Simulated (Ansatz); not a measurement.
Take a crystal in which I has been replaced by Cl on all its sites, with the cell rescaled by a rough guess (in some cases also distorted within its space group) and nothing relaxed:

```
CELL_PARAMETERS angstrom
0.00000 3.20371 3.20371
3.20371 0.00000 3.20371
3.20371 3.20371 0.00000
ATOMIC_POSITIONS crystal
K 0.00000 0.00000 0.00000
Cl 0.50000 0.50000 0.50000
```

Computed with DFT PBE, scalar-relativistic, plane waves, PAW in Ansatz.

Settings: cutoff 420 eV, Γ-centred mesh 6×6×6 on the computed 2-atom cell, Gaussian smearing of 0.02 eV; no spin polarisation.

What pressure does the cell carry?

The pressure is -0.2 GPa (positive in compression), so the cell would hardly change its volume.

Is it a metal on this mesh?

No: the gap is 5.01 eV, the least direct gap 5.01 eV.

What is its energy against the elements in their standard states?

-1.999 eV/atom at this unrelaxed geometry, with the elements in the same functional.